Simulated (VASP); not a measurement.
Here is the system:

```yaml
crystal:
  lattice:
    - [2.71718, 0.00000, 0.00000]
    - [-1.35859, 2.35315, 0.00000]
    - [0.00000, 0.00000, 4.41322]
  atoms:
    - { symbol: Be, position: [0.33333, 0.66667, 0.00016] }
    - { symbol: Be, position: [0.66667, 0.33333, 0.50016] }
    - { symbol: O, position: [0.33333, 0.66667, 0.37734] }
    - { symbol: O, position: [0.66667, 0.33333, 0.87734] }
```

Calculation: PBE GGA, VASP's PBE PAW potentials (set 64) (plane waves; VASP). Numerical set-up: 400 eV cut-off, 9×9×5 Γ-centred mesh, Gaussian smearing of 0.010 eV, potentials Be O.

At this cut-off the stress carries a Pulay error, which pulls relaxed volumes low.

Q: Predict the energy per atom (σ→0), pressure, band gap (on the k-mesh) with the smallest direct gap where there is one.

A: 
```json
{
 "band gap (on the k-mesh)": "7.40 eV",
 "smallest direct gap (on the k-mesh)": "7.40 eV",
 "energy per atom (σ→0)": "-7.129 eV/atom",
 "pressure": "-72.5 kbar"
}
```

The structure comes from a computed database's BeO entry; how it stands against other phases isn't given here. The cell was not relaxed at this level.
